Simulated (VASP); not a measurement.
# From one sheet to two: InSe monolayer, part 7 of 8

Aim: relax InSe monolayer, place its levels against the vacuum, then find how two sheets stack and bind.

VASP 6.6.1, plane waves and PAW; the level of theory is named at each step.

So far. Step 21 (Series over the interlayer distance, gap between the …): Energy at zero smearing: -30.22896 eV.

## Step 22: Series over the interlayer distance, gap between the sheets 6.892

Level of this step: PBE with D3(BJ); plane waves and PAW (In, Se) (VASP).

File INCAR:

```
SYSTEM = InSe
PREC = Normal
ENCUT = 350
EDIFF = 1E-06
NELM = 120
ISMEAR = 0
SIGMA = 0.03
LREAL = .FALSE.
ALGO = Fast
GGA = PE
IVDW = 12
NBANDS = 26
LORBIT = 11
LWAVE = .FALSE.
LCHARG = .FALSE.
KPAR = 4
IDIPOL = 3
LDIPOL = .TRUE.
DIPOL = 0.5 0.5 0.5
```

File POSCAR:

```
InSe
1.0
    4.0377204441      0.0000000000      0.0000000000
   -2.0188602220      3.4967684780      0.0000000000
    0.0000000000      0.0000000000     30.8909184944
In Se
4 4
Direct
    0.3333333300      0.6666666700      0.2561528987
    0.3333333300      0.6666666700      0.3463697342
    0.3333333300      0.6666666700      0.6536302658
    0.3333333300      0.6666666700      0.7438471013
    0.6666666700      0.3333333300      0.2139653727
    0.6666666700      0.3333333300      0.3884471563
    0.0000000000      0.0000000000      0.6115528437
    0.0000000000      0.0000000000      0.7860346273
```

File KPOINTS:

```
Automatic mesh
0
Gamma
9 9 1
0 0 0
```

PAW data sets: In and Se (PBE family, release 64).

Launch:

```sh
mpirun -np 4 vasp_std
```

What it wrote:

```text
[... set-up lines as in an earlier step ...]
 entering main loop
       N       E                     dE             d eps       ncg     rms          rms(c)
DAV:   1     0.189958534107E+03    0.18996E+03   -0.94089E+03   624   0.743E+02
DAV:   2    -0.354159284961E+01   -0.19350E+03   -0.18806E+03   872   0.151E+02
DAV:   3    -0.286761700351E+02   -0.25135E+02   -0.24946E+02   820   0.601E+01
DAV:   4    -0.294071418766E+02   -0.73097E+00   -0.72963E+00   784   0.120E+01
[...]
RMM:  19    -0.283985751933E+02   -0.10298E-04   -0.46477E-07   497   0.235E-03    0.102E-03
RMM:  20    -0.283985769441E+02   -0.17508E-05   -0.93959E-08   314   0.126E-03    0.636E-04
RMM:  21    -0.283985770830E+02   -0.13896E-06   -0.87690E-08   329   0.133E-03
   1 F= -.30191475E+02 E0= -.30191475E+02  d E =-.163289E-12
```

Run time: 10 s. Hardware: 4 MPI ranks of Intel Xeon 6975P-C (Granite Rapids), shared host; peak memory 1 GiB; 38 s of CPU time.

OUTCAR, selected parts (step 22):

```text
 Edisp (eV)   -1.79290

  Total       0.02431     0.02431    -0.05271     0.00000    -0.00000     0.00000
  in kB       0.08931     0.08931    -0.19364     0.00000    -0.00000     0.00000
  external pressure =       -0.01 kB  Pullay stress =        0.00 kB

 POSITION                                       TOTAL-FORCE (eV/Angst)
 -----------------------------------------------------------------------------------
     -0.00000      2.33118      7.91280         0.000000      0.000000      0.011590
     -0.00000      2.33118     10.69968        -0.000000      0.000000     -0.029789
     -0.00000      2.33118     20.19124        -0.000000     -0.000000      0.029789
     -0.00000      2.33118     22.97812        -0.000000     -0.000000     -0.011590
      2.01886      1.16559      6.60959         0.000000      0.000000     -0.010421
      2.01886      1.16559     11.99949        -0.000000      0.000000      0.041919
      0.00000      0.00000     18.89143         0.000000     -0.000000     -0.041919
      0.00000      0.00000     24.28133        -0.000000     -0.000000      0.010421
 -----------------------------------------------------------------------------------
    total drift:                               -0.000015      0.000009      0.000000

  FREE ENERGIE OF THE ION-ELECTRON SYSTEM (eV)
  ---------------------------------------------------
  free  energy   TOTEN  =       -30.1914746844 eV

  energy  without entropy=      -30.1914746844  energy(sigma->0) =      -30.19147468

[... 2 parts as in an earlier step ...]

[... 1 further part left out ...]
[key lines of the parts left out:]
E-fermi :  -1.4674
```

Energy at zero smearing: -30.19147 eV.

## Step 23: Bilayer in a field, field -0.3

A field across the bilayer shifts the levels of one sheet against the other.

INCAR, as its differences from that of step 22:

```diff
@@ -19 +19,2 @@
 DIPOL = 0.5 0.5 0.5
+EFIELD = -0.3
```

File POSCAR:

```
InSe
1.0
    4.0377204441      0.0000000000      0.0000000000
   -2.0188602220      3.4967684780      0.0000000000
    0.0000000000      0.0000000000     30.8909184944
In Se
4 4
Direct
    0.3333333300      0.6666666700      0.3208968460
    0.3333333300      0.6666666700      0.4111136815
    0.3333333300      0.6666666700      0.5888863185
    0.3333333300      0.6666666700      0.6791031540
    0.6666666700      0.3333333300      0.2787093200
    0.6666666700      0.3333333300      0.4531911036
    0.0000000000      0.0000000000      0.5468088964
    0.0000000000      0.0000000000      0.7212906800
```

KPOINTS is that of step 22.

Launch:

```sh
mpirun -np 4 vasp_std
```

What it wrote:

```text
[... set-up lines as in an earlier step ...]
 entering main loop
       N       E                     dE             d eps       ncg     rms          rms(c)
DAV:   1     0.187761480101E+03    0.18776E+03   -0.95207E+03   624   0.744E+02
DAV:   2    -0.779605708892E+00   -0.18854E+03   -0.18010E+03   844   0.153E+02
DAV:   3    -0.285859552222E+02   -0.27806E+02   -0.27359E+02   840   0.627E+01
DAV:   4    -0.298740720093E+02   -0.12881E+01   -0.12805E+01   816   0.155E+01
DAV:   5    -0.299178069137E+02   -0.43735E-01   -0.43645E-01   892   0.265E+00    0.964E+00
RMM:   6    -0.295424326449E+02    0.37537E+00   -0.46373E+00   810   0.478E+00    0.620E+00
RMM:   7    -0.298955498941E+02   -0.35312E+00   -0.20987E+00   707   0.397E+00    0.587E+00
RMM:   8    -0.290330359328E+02    0.86251E+00   -0.32118E+00   815   0.340E+00    0.210E+00
RMM:   9    -0.285913611275E+02    0.44167E+00   -0.20221E-01   782   0.160E+00    0.130E+00
RMM:  10    -0.285534520415E+02    0.37909E-01   -0.79139E-02   859   0.804E-01    0.101E+00
RMM:  11    -0.284593187545E+02    0.94133E-01   -0.48470E-02   796   0.658E-01    0.440E-01
RMM:  12    -0.284343887453E+02    0.24930E-01   -0.23331E-02   829   0.465E-01    0.289E-01
RMM:  13    -0.284121077229E+02    0.22281E-01   -0.19370E-02   828   0.366E-01    0.172E-01
RMM:  14    -0.284020244963E+02    0.10083E-01   -0.13047E-02   835   0.283E-01    0.825E-02
RMM:  15    -0.284005054573E+02    0.15190E-02   -0.35777E-03   879   0.161E-01    0.736E-02
RMM:  16    -0.283991876538E+02    0.13178E-02   -0.30523E-03   824   0.150E-01    0.203E-02
RMM:  17    -0.283993008617E+02   -0.11321E-03   -0.40164E-04   834   0.735E-02    0.151E-02
RMM:  18    -0.283992797312E+02    0.21131E-04   -0.37978E-04   833   0.505E-02    0.604E-03
RMM:  19    -0.283992958832E+02   -0.16152E-04   -0.74089E-05   902   0.241E-02    0.404E-03
RMM:  20    -0.283993021312E+02   -0.62480E-05   -0.57618E-06   706   0.803E-03    0.266E-03
RMM:  21    -0.283993104187E+02   -0.82875E-05   -0.17635E-06   621   0.443E-03    0.147E-03
RMM:  22    -0.283993205234E+02   -0.10105E-04   -0.99756E-07   577   0.322E-03    0.951E-04
RMM:  23    -0.283993274273E+02   -0.69039E-05   -0.65612E-07   548   0.248E-03    0.978E-04
RMM:  24    -0.283993351141E+02   -0.76868E-05   -0.75696E-07   518   0.229E-03    0.107E-03
RMM:  25    -0.283993363110E+02   -0.11969E-05   -0.69542E-08   365   0.123E-03    0.655E-04
RMM:  26    -0.283993379588E+02   -0.16479E-05   -0.12107E-07   413   0.134E-03    0.334E-04
RMM:  27    -0.283993388178E+02   -0.85896E-06   -0.29260E-07   479   0.165E-03
   1 F= -.30479698E+02 E0= -.30479698E+02  d E =-.374203E-20
```

Run time: 13 s. Hardware: 4 MPI ranks; peak memory 1 GiB.

Parts of OUTCAR (step 23):

```text
   NELECT =      36.0000    total number of electrons

 dipolmoment           0.000000      0.000000     -0.342566 electrons x Angstroem

 E-fermi :  -1.0120

 k-point     1 :       0.0000    0.0000    0.0000
  band No.  band energies     occupation
    ...
     14      -1.9711      2.00000
     15      -1.9711      2.00000
     16      -1.8196      2.00000
     17      -1.8196      2.00000
     18      -1.2826      2.00000
     19      -0.2267      0.00000
     20       0.5310      0.00000
     21       1.1335      0.00000
     22       1.4180      0.00000
     23       2.9735      0.00000
    ...

 Edisp (eV)   -2.08036

  Total       0.21077     0.21077    -0.08442     0.00000    -0.00000     0.00000
  in kB       0.77424     0.77424    -0.31012     0.00000    -0.00000     0.00000
  external pressure =        0.41 kB  Pullay stress =        0.00 kB

 POSITION                                       TOTAL-FORCE (eV/Angst)
 -----------------------------------------------------------------------------------
     -0.00000      2.33118      9.91280         0.000000      0.000000      0.058355
     -0.00000      2.33118     12.69968         0.000000      0.000000      0.043716
     -0.00000      2.33118     18.19124         0.000000     -0.000000      0.050471
     -0.00000      2.33118     20.97812        -0.000000      0.000000      0.043651
      2.01886      1.16559      8.60959        -0.000000     -0.000000     -0.060459
      2.01886      1.16559     13.99949        -0.000000      0.000000     -0.039382
      0.00000      0.00000     16.89143        -0.000000      0.000000     -0.051913
      0.00000      0.00000     22.28133         0.000000      0.000000     -0.044439
 -----------------------------------------------------------------------------------
    total drift:                               -0.000014      0.000008      0.001031

  FREE ENERGIE OF THE ION-ELECTRON SYSTEM (eV)
  ---------------------------------------------------
  free  energy   TOTEN  =       -30.4796980583 eV

  energy  without entropy=      -30.4796980583  energy(sigma->0) =      -30.47969806

 vacuum level on the upper side and lower side of the slab         6.587         1.994

[... 9 parts as in an earlier step ...]

[... 8 further parts left out ...]
```

This step gave:

```yaml
electronic_cycles: 27
free_energy_toten: -30.48 eV
fermi_energy: -1.012 eV
dipole_moment: 0, 0, -0.3426 e·Å
gap_on_the_k_mesh: 0.9759 eV
least_direct_gap_on_the_k_mesh: 1.056 eV
```

Force by atom:

| atom | x (eV/Å) | y (eV/Å) | z (eV/Å) | size |
| --- | --- | --- | --- | --- |
| In1 | 0.0000 | 0.0000 | 0.0584 | 0.0584 |
| In2 | 0.0000 | 0.0000 | 0.0437 | 0.0437 |
| In3 | 0.0000 | 0.0000 | 0.0505 | 0.0505 |
| In4 | 0.0000 | 0.0000 | 0.0437 | 0.0437 |
| Se5 | 0.0000 | 0.0000 | -0.0605 | 0.0605 |
| Se6 | 0.0000 | 0.0000 | -0.0394 | 0.0394 |
| Se7 | 0.0000 | 0.0000 | -0.0519 | 0.0519 |
| Se8 | 0.0000 | 0.0000 | -0.0444 | 0.0444 |

Energy at zero smearing: -30.47970 eV.

## Step 24: Bilayer in a field, field -0.2

INCAR, as its differences from that of step 23:

```diff
@@ -19,2 +19,2 @@
 DIPOL = 0.5 0.5 0.5
-EFIELD = -0.3
+EFIELD = -0.2
```

POSCAR is that of step 23.

KPOINTS is that of step 23.

Launch:

```sh
mpirun -np 4 vasp_std
```

What it wrote:

```text
[... set-up lines as in an earlier step ...]
 entering main loop
       N       E                     dE             d eps       ncg     rms          rms(c)
DAV:   1     0.192661796656E+03    0.19266E+03   -0.94798E+03   624   0.743E+02
DAV:   2    -0.879058756682E+00   -0.19354E+03   -0.18621E+03   866   0.153E+02
DAV:   3    -0.284143761948E+02   -0.27535E+02   -0.27221E+02   816   0.625E+01
DAV:   4    -0.295240719989E+02   -0.11097E+01   -0.11047E+01   854   0.146E+01
[...]
RMM:  22    -0.283707949498E+02   -0.10557E-05   -0.34332E-08   280   0.106E-03    0.345E-04
RMM:  23    -0.283707961046E+02   -0.11548E-05   -0.33633E-08   281   0.104E-03    0.646E-05
RMM:  24    -0.283707962502E+02   -0.14553E-06   -0.98275E-09   243   0.989E-04
   1 F= -.30451155E+02 E0= -.30451155E+02  d E =-.167255E-20
```

Run time: 11 s. Hardware: 4 MPI ranks; peak memory 1 GiB.

From OUTCAR (step 24):

```text
 Edisp (eV)   -2.08036

  Total       0.19367     0.19367    -0.06544     0.00000     0.00000     0.00000
  in kB       0.71143     0.71143    -0.24040     0.00000     0.00000     0.00000
  external pressure =        0.39 kB  Pullay stress =        0.00 kB

 POSITION                                       TOTAL-FORCE (eV/Angst)
 -----------------------------------------------------------------------------------
     -0.00000      2.33118      9.91280         0.000000      0.000000      0.042360
     -0.00000      2.33118     12.69968         0.000000     -0.000000      0.027554
     -0.00000      2.33118     18.19124         0.000000     -0.000000      0.035546
     -0.00000      2.33118     20.97812         0.000000      0.000000      0.025936
      2.01886      1.16559      8.60959         0.000000     -0.000000     -0.041239
      2.01886      1.16559     13.99949        -0.000000     -0.000000     -0.025863
      0.00000      0.00000     16.89143        -0.000000      0.000000     -0.035696
      0.00000      0.00000     22.28133         0.000000      0.000000     -0.028597
 -----------------------------------------------------------------------------------
    total drift:                               -0.000014      0.000008      0.000013

  FREE ENERGIE OF THE ION-ELECTRON SYSTEM (eV)
  ---------------------------------------------------
  free  energy   TOTEN  =       -30.4511554906 eV

  energy  without entropy=      -30.4511554906  energy(sigma->0) =      -30.45115549

[... 2 parts as in an earlier step ...]

[... 1 further part left out ...]
[key lines of the parts left out:]
E-fermi :  -1.0225
```

Energy at zero smearing: -30.45116 eV.

## Step 25: Bilayer in a field, field -0.1

INCAR, as its differences from that of step 24:

```diff
@@ -19,2 +19,2 @@
 DIPOL = 0.5 0.5 0.5
-EFIELD = -0.2
+EFIELD = -0.1
```

POSCAR is that of step 24.

KPOINTS is that of step 24.

Launch:

```sh
mpirun -np 4 vasp_std
```

What it wrote:

```text
[... set-up lines as in an earlier step ...]
 entering main loop
       N       E                     dE             d eps       ncg     rms          rms(c)
DAV:   1     0.196023818118E+03    0.19602E+03   -0.94555E+03   624   0.743E+02
DAV:   2    -0.123187859676E+01   -0.19726E+03   -0.19093E+03   858   0.153E+02
DAV:   3    -0.284359676449E+02   -0.27204E+02   -0.26940E+02   798   0.623E+01
DAV:   4    -0.293722803596E+02   -0.93631E+00   -0.93261E+00   814   0.136E+01
[...]
RMM:  22    -0.283536742037E+02   -0.32586E-05   -0.14081E-07   327   0.122E-03    0.258E-04
RMM:  23    -0.283536752660E+02   -0.10623E-05   -0.47755E-08   274   0.103E-03    0.838E-05
RMM:  24    -0.283536754337E+02   -0.16764E-06   -0.98088E-09   224   0.952E-04
   1 F= -.30434035E+02 E0= -.30434035E+02  d E =-.107719E-14
```

Wall time 12 s (4 MPI ranks); peak memory 1 GiB.

Parts of OUTCAR (step 25):

```text
 Edisp (eV)   -2.08036

  Total       0.18362     0.18362    -0.05381     0.00000     0.00000     0.00000
  in kB       0.67453     0.67453    -0.19768     0.00000     0.00000     0.00000
  external pressure =        0.38 kB  Pullay stress =        0.00 kB

 POSITION                                       TOTAL-FORCE (eV/Angst)
 -----------------------------------------------------------------------------------
     -0.00000      2.33118      9.91280        -0.000000     -0.000000      0.025805
     -0.00000      2.33118     12.69968         0.000000      0.000000      0.011408
     -0.00000      2.33118     18.19124        -0.000000     -0.000000      0.020147
     -0.00000      2.33118     20.97812         0.000000     -0.000000      0.008370
      2.01886      1.16559      8.60959         0.000000      0.000000     -0.022926
      2.01886      1.16559     13.99949         0.000000      0.000000     -0.011384
      0.00000      0.00000     16.89143        -0.000000      0.000000     -0.019500
      0.00000      0.00000     22.28133        -0.000000      0.000000     -0.011920
 -----------------------------------------------------------------------------------
    total drift:                               -0.000014      0.000008      0.000102

  FREE ENERGIE OF THE ION-ELECTRON SYSTEM (eV)
  ---------------------------------------------------
  free  energy   TOTEN  =       -30.4340346741 eV

  energy  without entropy=      -30.4340346741  energy(sigma->0) =      -30.43403467

[... 2 parts as in an earlier step ...]

[... 1 further part left out ...]
[key lines of the parts left out:]
E-fermi :  -1.0646
```

Energy at zero smearing: -30.43403 eV.

## Step 26: Bilayer in a field, field -0.05

INCAR, as its differences from that of step 25:

```diff
@@ -19,2 +19,2 @@
 DIPOL = 0.5 0.5 0.5
-EFIELD = -0.1
+EFIELD = -0.05
```

POSCAR is that of step 25.

KPOINTS is that of step 25.

Launch:

```sh
mpirun -np 4 vasp_std
```

What it wrote:

```text
[... set-up lines as in an earlier step ...]
 entering main loop
       N       E                     dE             d eps       ncg     rms          rms(c)
DAV:   1     0.196994179964E+03    0.19699E+03   -0.94493E+03   624   0.743E+02
DAV:   2    -0.156388376640E+01   -0.19856E+03   -0.19261E+03   880   0.152E+02
DAV:   3    -0.284665090676E+02   -0.26903E+02   -0.26663E+02   782   0.620E+01
DAV:   4    -0.293370172097E+02   -0.87051E+00   -0.86795E+00   820   0.132E+01
[...]
RMM:  21    -0.283493929007E+02   -0.24666E-05   -0.57711E-08   280   0.115E-03    0.302E-04
RMM:  22    -0.283493952374E+02   -0.23366E-05   -0.13229E-07   318   0.124E-03    0.167E-04
RMM:  23    -0.283493957079E+02   -0.47052E-06   -0.17577E-08   240   0.990E-04
   1 F= -.30429755E+02 E0= -.30429755E+02  d E =-.100661E-15
```

Elapsed: 11 s, on 4 MPI ranks; peak memory 1 GiB; 40 s of CPU time.

From OUTCAR (step 26):

```text
 Edisp (eV)   -2.08036

  Total       0.18101     0.18101    -0.05099     0.00000     0.00000    -0.00000
  in kB       0.66492     0.66492    -0.18729     0.00000     0.00000    -0.00000
  external pressure =        0.38 kB  Pullay stress =        0.00 kB

 POSITION                                       TOTAL-FORCE (eV/Angst)
 -----------------------------------------------------------------------------------
     -0.00000      2.33118      9.91280        -0.000000      0.000000      0.017396
     -0.00000      2.33118     12.69968         0.000000      0.000000      0.003421
     -0.00000      2.33118     18.19124         0.000000      0.000000      0.012369
     -0.00000      2.33118     20.97812        -0.000000      0.000000     -0.000305
      2.01886      1.16559      8.60959         0.000000     -0.000000     -0.013859
      2.01886      1.16559     13.99949        -0.000000      0.000000     -0.003922
      0.00000      0.00000     16.89143         0.000000     -0.000000     -0.011499
      0.00000      0.00000     22.28133        -0.000000      0.000000     -0.003601
 -----------------------------------------------------------------------------------
    total drift:                               -0.000014      0.000008      0.000047

  FREE ENERGIE OF THE ION-ELECTRON SYSTEM (eV)
  ---------------------------------------------------
  free  energy   TOTEN  =       -30.4297549484 eV

  energy  without entropy=      -30.4297549484  energy(sigma->0) =      -30.42975495

[... 2 parts as in an earlier step ...]

[... 1 further part left out ...]
[key lines of the parts left out:]
E-fermi :  -1.0600
```

Energy at zero smearing: -30.42975 eV.

## Step 27: Bilayer in a field, field 0

INCAR, as its differences from that of step 26:

```diff
@@ -19,2 +19 @@
 DIPOL = 0.5 0.5 0.5
-EFIELD = -0.05
```

POSCAR is that of step 26.

KPOINTS is that of step 26.

Launch:

```sh
mpirun -np 4 vasp_std
```

What it wrote:

```text
[... set-up lines as in an earlier step ...]
 entering main loop
       N       E                     dE             d eps       ncg     rms          rms(c)
[... 23 cycles as in an earlier step ...]
   1 F= -.30428328E+02 E0= -.30428328E+02  d E =-.160816E-15
```

The job ended after 10 s (4 MPI ranks; peak memory 1 GiB).

Parts of OUTCAR (step 27):

```text
 Edisp (eV)   -2.08036

[... 6 parts as in an earlier step ...]

[... 1 further part left out ...]
[key lines of the parts left out:]
E-fermi :  -1.0620
```

Energy at zero smearing: -30.42833 eV.

(Continued in part 8 of 8.)

[Lines on the potential files, build, host, timing and source positions are cut from VASP's logs without a mark.]

[Logs are printed without paths, hosts, clocks, repeated set-up lines and the standing remarks that a program may print on its own settings, such as how far it seeks lower states.]

[Hosts, paths, dates, database ids (printed as entryN), source tags and the programs' standing remarks are cut or masked in the printed files.]

[Runs that stopped without an error message from VASP are left out.]
